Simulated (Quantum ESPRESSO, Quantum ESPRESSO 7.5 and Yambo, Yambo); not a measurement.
# KI (Fm-3m): G0W0 with Yambo, start to end

How does a plane-wave GW calculation on KI (Fm-3m) run from the first input to the gap?

Calculated with Quantum ESPRESSO 7.5 and Yambo 5.3.0; PBE and many-body steps on it, plane waves.

## (1) Set-up

Symmetry: Fm-3m, No. 225, cubic system. Conventional cell: a = 7.066 Å, b = 7.066 Å, c = 7.066 Å, α = 90.00°, β = 90.00°, γ = 90.00°. Nearest to K lie 6 I at 3.53 Å. Nearest to I lie 6 K at 3.53 Å. Farther neighbours and most contacts between anions are not listed.

The cell and positions come from the Crystallography Open Database and are kept as given unless a step says otherwise. Spin-orbit coupling is left out unless a step names it.

## (2) Ground state

This step: Quantum ESPRESSO 7.5; DFT, PBE, plane waves, norm-conserving pseudopotentials.

The ground-state density comes first.

Input file pw.in:

```
&control
  calculation = 'scf'
  prefix = 'x'
  outdir = 'o'
  pseudo_dir = 'pseudo'
/
&system
  ibrav = 0
  nat = 2
  ntyp = 2
  ecutwfc = 76.0
  nbnd = 22
  force_symmorphic = .true.
/
&electrons
  conv_thr = 1e-10
  electron_maxstep = 80
  mixing_beta = 0.5
/
ATOMIC_SPECIES
  K 39.098 K.upf
  I 126.9 I.upf
CELL_PARAMETERS angstrom
  0.0000000000 3.5327750000 3.5327750000
  3.5327750000 0.0000000000 3.5327750000
  3.5327750000 3.5327750000 -0.0000000000
ATOMIC_POSITIONS crystal
  K 0.0000000000 0.0000000000 0.0000000000
  I 0.5000000000 0.5000000000 0.5000000000
K_POINTS automatic
  6 6 6 0 0 0
```

The run is started by

```console
$ OMP_NUM_THREADS=1 mpirun -n 4 pw.x -nk 4 -in pw.in > pw.out
```

Output:

```text
Program PWSCF v.7.5 starts

     This program is part of the open-source Quantum ESPRESSO suite
     for quantum simulation of materials; please cite
         "P. Giannozzi et al., J. Phys.:Condens. Matter 21 395502 (2009);
         "P. Giannozzi et al., J. Phys.:Condens. Matter 29 465901 (2017);
         "P. Giannozzi et al., J. Chem. Phys. 152 154105 (2020);
     in publications or presentations arising from this work. More details at
     Message from routine setup:
     using ibrav=0 with symmetry is DISCOURAGED, use correct ibrav instead

     G-vector sticks info

     bravais-lattice index     =            0
     lattice parameter (alat)  =       9.4413  a.u.
     unit-cell volume          =     595.0789 (a.u.)^3
     number of atoms/cell      =            2
     number of atomic types    =            2
     number of electrons       =        34.00
     number of Kohn-Sham states=           22
     kinetic-energy cutoff     =      76.0000  Ry
     charge density cutoff     =     304.0000  Ry
     scf convergence threshold =      1.0E-10
     mixing beta               =       0.5000
     number of iterations used =            8  plain     mixing
     Exchange-correlation= PBE
                           (   1   4   3   4   0   0   0)

     celldm(1)=   9.441258  celldm(2)=   0.000000  celldm(3)=   0.000000
     celldm(4)=   0.000000  celldm(5)=   0.000000  celldm(6)=   0.000000

     crystal axes: (cart. coord. in units of alat)
               a(1) = (   0.000000   0.707107   0.707107 )
               a(2) = (   0.707107   0.000000   0.707107 )
               a(3) = (   0.707107   0.707107  -0.000000 )

     reciprocal axes: (cart. coord. in units 2 pi/alat)
               b(1) = ( -0.707107  0.707107  0.707107 )
               b(2) = (  0.707107 -0.707107  0.707107 )
               b(3) = (  0.707107  0.707107 -0.707107 )
     Pseudo is Norm-conserving + core correction, Zval =  9.0
     Generated using ONCVPSP code by D. R. Hamann
     Using radial grid of 2222 points,  6 beta functions with:
     Pseudo is Norm-conserving + core correction, Zval = 25.0
     Generated using ONCVPSP code by D. R. Hamann
     Using radial grid of 1188 points,  8 beta functions with:
     K                 9.00    39.09800     K ( 1.00)
     I                25.00   126.90000     I ( 1.00)

     48 Sym. Ops., with inversion, found

   Cartesian axes

     site n.     atom                  positions (alat units)
         1        K      tau(   1) = (   0.0000000   0.0000000   0.0000000  )
         2        I      tau(   2) = (   0.7071068   0.7071068   0.7071068  )

     number of k points=    16
                       cart. coord. in units 2pi/alat
        k(    1) = (   0.0000000   0.0000000   0.0000000), wk =   0.0092593
        k(    2) = (   0.1178511   0.1178511  -0.1178511), wk =   0.0740741
        k(    3) = (   0.2357023   0.2357023  -0.2357023), wk =   0.0740741
        k(    4) = (  -0.3535534  -0.3535534   0.3535534), wk =   0.0370370
        k(    5) = (   0.2357023   0.0000000  -0.0000000), wk =   0.0555556
        k(    6) = (   0.3535534   0.1178511  -0.1178511), wk =   0.2222222
        k(    7) = (  -0.2357023  -0.4714045   0.4714045), wk =   0.2222222
        k(    8) = (  -0.1178511  -0.3535534   0.3535534), wk =   0.2222222
        k(    9) = (   0.0000000  -0.2357023   0.2357023), wk =   0.1111111
        k(   10) = (   0.4714045   0.0000000  -0.0000000), wk =   0.0555556
     [... 4 further rows ...]
        k(   15) = (  -0.1178511  -0.3535534   0.5892557), wk =   0.2222222
        k(   16) = (  -0.7071068   0.2357023   0.0000000), wk =   0.1111111

     Dense  grid:    53377 G-vectors     FFT dimensions: (  54,  54,  54)

     Initial potential from superposition of free atoms

     starting charge      33.9807, renormalised to      34.0000
     Starting wfcs are   18 randomized atomic wfcs +    4 random wfcs

     per-process dynamical memory:    43.7 Mb

     Self-consistent Calculation

     iteration #  1     ecut=    76.00 Ry     beta= 0.50

     Threshold (ethr) on eigenvalues was too large:
     Diagonalizing with lowered threshold

     total energy              =    -685.65861520 Ry
     estimated scf accuracy    <       0.02472687 Ry

     iteration #  2     ecut=    76.00 Ry     beta= 0.50

     total energy              =    -685.66145008 Ry
     estimated scf accuracy    <       0.00235962 Ry

     iteration #  3     ecut=    76.00 Ry     beta= 0.50

     total energy              =    -685.66198173 Ry
     estimated scf accuracy    <       0.00023879 Ry

     iteration #  4     ecut=    76.00 Ry     beta= 0.50

     total energy              =    -685.66204321 Ry
     estimated scf accuracy    <       0.00002900 Ry

     iteration #  5     ecut=    76.00 Ry     beta= 0.50

     total energy              =    -685.66205055 Ry
     estimated scf accuracy    <       0.00000045 Ry

     iteration #  6     ecut=    76.00 Ry     beta= 0.50

     total energy              =    -685.66205106 Ry
     estimated scf accuracy    <       0.00000004 Ry

     iteration #  7     ecut=    76.00 Ry     beta= 0.50

     total energy              =    -685.66205108 Ry
     estimated scf accuracy    <          2.5E-09 Ry

     iteration #  8     ecut=    76.00 Ry     beta= 0.50

     End of self-consistent calculation

          k = 0.0000 0.0000 0.0000 (  6615 PWs)   bands (ev):

  -170.5834-117.4416-117.4416-117.4416 -39.8303 -39.8303 -39.8214 -39.8214
   -39.8214 -25.6599  -9.1471  -9.1471  -9.1471  -7.6826   2.8347   2.8347
     2.8347   6.8023   9.3581   9.3581   9.3581  10.0787

          k = 0.1179 0.1179-0.1179 (  6645 PWs)   bands (ev):

  -170.5835-117.4416-117.4416-117.4416 -39.8371 -39.8371 -39.8300 -39.8300
   -39.8267 -25.6594  -9.1881  -9.1477  -9.1477  -7.6103   2.4191   2.7447
     2.7447   7.4248   9.2753   9.6482   9.6482  10.3944

          k = 0.2357 0.2357-0.2357 (  6634 PWs)   bands (ev):

  -170.5834-117.4417-117.4416-117.4416 -39.8338 -39.8338 -39.8314 -39.8249
   -39.8249 -25.6584  -9.2613  -9.1488  -9.1488  -7.4724   1.7847   2.5779
     2.5779   8.1956   9.8646  10.3544  10.3545  11.2227

          k =-0.3536-0.3536 0.3536 (  6658 PWs)   bands (ev):

     [... further k-points ...]

     highest occupied, lowest unoccupied level (ev):     2.8347    6.8023

!    total energy              =    -685.66205108 Ry
     estimated scf accuracy    <          6.6E-11 Ry

     The total energy is the sum of the following terms:
     one-electron contribution =    -589.30595101 Ry
     hartree contribution      =     274.97323333 Ry
     xc contribution           =     -92.17226731 Ry
     ewald contribution        =    -279.15706610 Ry

     convergence has been achieved in   8 iterations

     XML data file, charge density, pseudopotentials, collected wavefunctions

=------------------------------------------------------------------------------=
   JOB DONE.
=------------------------------------------------------------------------------=
```

Elapsed: 14 s, on 4 MPI ranks of Arm Neoverse V1, shared host; peak memory 0.36 GiB.

Numbers from this step:

| Item | Value |
| --- | --- |
| total energy | -9328.9075 eV |
| gap | 3.968 eV |
| k of the valence top | 0, 0, 0 |
| k of the conduction bottom | 0, 0, 0 |
| least direct gap | 3.968 eV |

The gap is direct, at Γ.

## (3) Bands along the symmetry lines

The cheap functional maps the bands first; the places of the edges decide which points the dearer methods must see.

Input file pw.in:

```
&control
  calculation = 'bands'
  prefix = 'x'
  outdir = 'o'
  pseudo_dir = 'pseudo'
/
&system
  ibrav = 0
  nat = 2
  ntyp = 2
  ecutwfc = 76.0
  nbnd = 23
  force_symmorphic = .true.
/
&electrons
  conv_thr = 1e-9
  electron_maxstep = 80
  diago_full_acc = .true.
  diago_thr_init = 5e-6
/
ATOMIC_SPECIES
  K 39.098 K.upf
  I 126.9 I.upf
CELL_PARAMETERS angstrom
  0.0000000000 3.5327750000 3.5327750000
  3.5327750000 0.0000000000 3.5327750000
  3.5327750000 3.5327750000 -0.0000000000
ATOMIC_POSITIONS crystal
  K 0.0000000000 0.0000000000 0.0000000000
  I 0.5000000000 0.5000000000 0.5000000000
K_POINTS crystal
  50
  0.00000000 0.00000000 0.00000000 1
  0.06250000 0.00000000 0.06250000 1
  0.12500000 0.00000000 0.12500000 1
  0.18750000 0.00000000 0.18750000 1
  0.25000000 0.00000000 0.25000000 1
  0.31250000 0.00000000 0.31250000 1
  0.37500000 0.00000000 0.37500000 1
  0.43750000 0.00000000 0.43750000 1
  0.50000000 0.00000000 0.50000000 1
  0.51562500 0.03125000 0.51562500 1
  0.53125000 0.06250000 0.53125000 1
  0.54687500 0.09375000 0.54687500 1
  0.56250000 0.12500000 0.56250000 1
  0.57812500 0.15625000 0.57812500 1
  0.59375000 0.18750000 0.59375000 1
  0.60937500 0.21875000 0.60937500 1
  0.62500000 0.25000000 0.62500000 1
  0.37500000 0.37500000 0.75000000 1
  0.32812500 0.32812500 0.65625000 1
  0.28125000 0.28125000 0.56250000 1
  0.23437500 0.23437500 0.46875000 1
  0.18750000 0.18750000 0.37500000 1
  0.14062500 0.14062500 0.28125000 1
  0.09375000 0.09375000 0.18750000 1
  0.04687500 0.04687500 0.09375000 1
  0.00000000 0.00000000 0.00000000 1
  0.06250000 0.06250000 0.06250000 1
  0.12500000 0.12500000 0.12500000 1
  0.18750000 0.18750000 0.18750000 1
  0.25000000 0.25000000 0.25000000 1
  0.31250000 0.31250000 0.31250000 1
  0.37500000 0.37500000 0.37500000 1
  0.43750000 0.43750000 0.43750000 1
  0.50000000 0.50000000 0.50000000 1
  0.50000000 0.46875000 0.53125000 1
  0.50000000 0.43750000 0.56250000 1
  0.50000000 0.40625000 0.59375000 1
  0.50000000 0.37500000 0.62500000 1
  0.50000000 0.34375000 0.65625000 1
  0.50000000 0.31250000 0.68750000 1
  0.50000000 0.28125000 0.71875000 1
  0.50000000 0.25000000 0.75000000 1
  0.50000000 0.21875000 0.71875000 1
  0.50000000 0.18750000 0.68750000 1
  0.50000000 0.15625000 0.65625000 1
  0.50000000 0.12500000 0.62500000 1
  0.50000000 0.09375000 0.59375000 1
  0.50000000 0.06250000 0.56250000 1
  0.50000000 0.03125000 0.53125000 1
  0.50000000 0.00000000 0.50000000 1
```

Output:

```text
[banner, memory and clock lines left out]
Program PWSCF v.7.5 starts

     Atomic positions and unit cell read from directory:
     o/x.save/

     Message from routine setup:
     using ibrav=0 with symmetry is DISCOURAGED, use correct ibrav instead

     G-vector sticks info

     bravais-lattice index     =            0
     lattice parameter (alat)  =       9.4413  a.u.
     unit-cell volume          =     595.0789 (a.u.)^3
     number of atoms/cell      =            2
     number of atomic types    =            2
     number of electrons       =        34.00
     number of Kohn-Sham states=           23
     kinetic-energy cutoff     =      76.0000  Ry
     charge density cutoff     =     304.0000  Ry
     Exchange-correlation= PBE
                           (   1   4   3   4   0   0   0)

     celldm(1)=   9.441258  celldm(2)=   0.000000  celldm(3)=   0.000000
     celldm(4)=   0.000000  celldm(5)=   0.000000  celldm(6)=   0.000000

     crystal axes: (cart. coord. in units of alat)
               a(1) = (   0.000000   0.707107   0.707107 )
               a(2) = (   0.707107   0.000000   0.707107 )
               a(3) = (   0.707107   0.707107  -0.000000 )

     reciprocal axes: (cart. coord. in units 2 pi/alat)
               b(1) = ( -0.707107  0.707107  0.707107 )
               b(2) = (  0.707107 -0.707107  0.707107 )
               b(3) = (  0.707107  0.707107 -0.707107 )
     Pseudo is Norm-conserving + core correction, Zval =  9.0
     Generated using ONCVPSP code by D. R. Hamann
     Using radial grid of 2222 points,  6 beta functions with:
     Pseudo is Norm-conserving + core correction, Zval = 25.0
     Generated using ONCVPSP code by D. R. Hamann
     Using radial grid of 1188 points,  8 beta functions with:
     K                 9.00    39.09800     K ( 1.00)
     I                25.00   126.90000     I ( 1.00)

     48 Sym. Ops., with inversion, found

   Cartesian axes

     site n.     atom                  positions (alat units)
         1        K      tau(   1) = (   0.0000000   0.0000000   0.0000000  )
         2        I      tau(   2) = (   0.7071068   0.7071068   0.7071068  )

     number of k points=    50
                       cart. coord. in units 2pi/alat
        k(    1) = (   0.0000000   0.0000000   0.0000000), wk =   0.0400000
        k(    2) = (   0.0000000   0.0883883   0.0000000), wk =   0.0400000
        k(    3) = (   0.0000000   0.1767767   0.0000000), wk =   0.0400000
[...]
[... 38 further rows ...]
        k(   49) = (   0.0441942   0.7071068   0.0000000), wk =   0.0400000
        k(   50) = (   0.0000000   0.7071068   0.0000000), wk =   0.0400000

     Dense  grid:    53377 G-vectors     FFT dimensions: (  54,  54,  54)

     The potential is recalculated from file :
     o/x.save/charge-density

     Starting wfcs are   18 randomized atomic wfcs +    5 random wfcs

     Band Structure Calculation

     End of band structure calculation

          k = 0.0000 0.0000 0.0000 (  6615 PWs)   bands (ev):

  -170.5835-117.4416-117.4416-117.4416 -39.8304 -39.8304 -39.8214 -39.8214
   -39.8214 -25.6599  -9.1471  -9.1471  -9.1471  -7.6826   2.8347   2.8347
     2.8347   6.8023   9.3581   9.3581   9.3581  10.0788  10.0788

          k = 0.0000 0.0884 0.0000 (  6647 PWs)   bands (ev):

  -170.5835-117.4417-117.4417-117.4417 -39.8387 -39.8334 -39.8309 -39.8309
   -39.8263 -25.6598  -9.1544  -9.1478  -9.1478  -7.6682   2.7413   2.8173
     2.8173   6.9381   9.2512   9.4527   9.4527  10.1051  10.1695

          k = 0.0000 0.1768 0.0000 (  6651 PWs)   bands (ev):

  -170.5835-117.4417-117.4417-117.4416 -39.8457 -39.8355 -39.8305 -39.8276
   -39.8276 -25.6595  -9.1722  -9.1497  -9.1497  -7.6310   2.5166   2.7694
     2.7694   7.2817   8.9915   9.7302   9.7302  10.1828  10.4245

          k =-0.0000 0.2652 0.0000 (  6651 PWs)   bands (ev):

[...]
k = 0.0000 0.4419-0.0000 (  6674 PWs)   bands (ev):

[...]
k =-0.0000 0.5303 0.0000 (  6678 PWs)   bands (ev):

[...]
k = 0.0000 0.6187-0.0000 (  6670 PWs)   bands (ev):

[...]
k = 0.4640 0.4640-0.0000 (  6663 PWs)   bands (ev):

[...]
k = 0.3315 0.3315-0.0000 (  6641 PWs)   bands (ev):

[...]
k = 0.3094 0.7071-0.0000 (  6674 PWs)   bands (ev):

[...]
k = 0.2210 0.7071-0.0000 (  6660 PWs)   bands (ev):

[...]
k = 0.1768 0.7071-0.0000 (  6678 PWs)   bands (ev):

[...]
k = 0.0442 0.7071 0.0000 (  6690 PWs)   bands (ev):

  -170.5836-117.4418-117.4417-117.4417 -39.8507 -39.8459 -39.8453 -39.8435
   -39.8249 -25.6572  -9.1920  -9.1667  -9.1656  -7.5390   1.8475   2.4610
     2.4622   7.8197   8.6508  10.9697  11.5276  11.5563  12.4548

          k = 0.0000 0.7071 0.0000 (  6710 PWs)   bands (ev):

  -170.5836-117.4418-117.4418-117.4418 -39.8536 -39.8503 -39.8481 -39.8481
   -39.8325 -25.6572  -9.1923  -9.1654  -9.1654  -7.5413   1.8429   2.4704
     2.4704   7.7921   8.6215  10.9556  11.5438  11.6391  12.4158

     XML data file, pseudopotentials, collected wavefunctions
```

Wall time 16 s (4 MPI ranks); peak memory 0.29 GiB; 63 s of CPU time.

Numbers from this step:

- gap: 3.968 eV
- k of the valence top: 0, 0, 0
- k of the conduction bottom: 0, 0, 0
- least direct gap: 3.968 eV

The gap is 3.968 eV, as in the run before at this level.

Electronic bands along the path, in eV, zero at the top of the highest filled band:

```
    point  band 14  band 15  band 16  band 17  band 18  band 19  band 20  band 21
        Γ   -10.52     0.00     0.00     0.00     3.97     6.52     6.52     6.52
  halfway   -10.39    -0.78    -0.20    -0.20     5.30     5.55     7.63     7.91
        X   -10.38    -0.99    -0.36    -0.36     4.96     5.79     8.12     8.71
  halfway   -10.36    -0.96    -0.49    -0.37     5.16     6.02     8.23     8.34
        U   -10.32    -0.85    -0.75    -0.38     5.63     6.66     7.63     8.28
jump to K   -10.32    -0.85    -0.75    -0.38     5.63     6.66     7.63     8.28
  halfway   -10.34    -0.87    -0.30    -0.24     5.55     6.31     7.22     7.43
        Γ   -10.52     0.00     0.00     0.00     3.97     6.52     6.52     6.52
  halfway   -10.38    -0.76    -0.18    -0.18     5.06     6.59     7.13     7.13
        L   -10.24    -1.31    -0.33    -0.33     5.54     7.71     8.19     8.19
  halfway   -10.28    -1.10    -0.54    -0.39     6.05     6.87     7.40     8.28
        W   -10.32    -0.72    -0.72    -0.60     6.48     6.48     6.66     8.19
  halfway   -10.35    -0.92    -0.48    -0.48     5.38     6.19     7.89     8.33
        X   -10.38    -0.99    -0.36    -0.36     4.96     5.79     8.12     8.71
```

The electronic bands as a text plot (rows in eV, shown from -8.0 to 7.2 only):

```
    6.9 |++++             ++++  ++++++++ ++++++      ++++++++
    6.3 |++++          +++ ++++++++++++++++++         +++++++++
    5.7 |    ++++++++++  ++     +              +++++++      ++ ++
    5.0 |    ++++++++++++        ++        ++++               +++
    4.4 | +++                      +++  +++
    3.8 |+                            ++
    3.1 |
    2.5 |
    1.8 |
    1.2 |
    0.6 |
   -0.1 |****************  ***************************          *
   -0.7 |    **********************        ****     *************
   -1.3 |                   **                 ********
   -2.0 |
   -2.6 |
   -3.2 |
   -3.9 |
   -4.5 |
   -5.1 |
   -5.8 |
   -6.4 |
   -7.0 |
   -7.7 |
         Γ           X  U|K            Γ         L        W     X
```

[end of part 1 of 2]

[Paths, hosts, dates, memory and timing lines, banners, echoed tables and standing remarks are left out of the program output.]

[Logs are printed without paths, hosts, clocks, repeated set-up lines and the standing remarks that a program may print on its own settings, such as how far it seeks lower states.]

[Runs of the session that timed out or met a known fault of the program may be left out.]

[Hosts, paths, dates, database ids (printed as entryN), source tags and the programs' standing remarks are cut or masked in the printed files.]
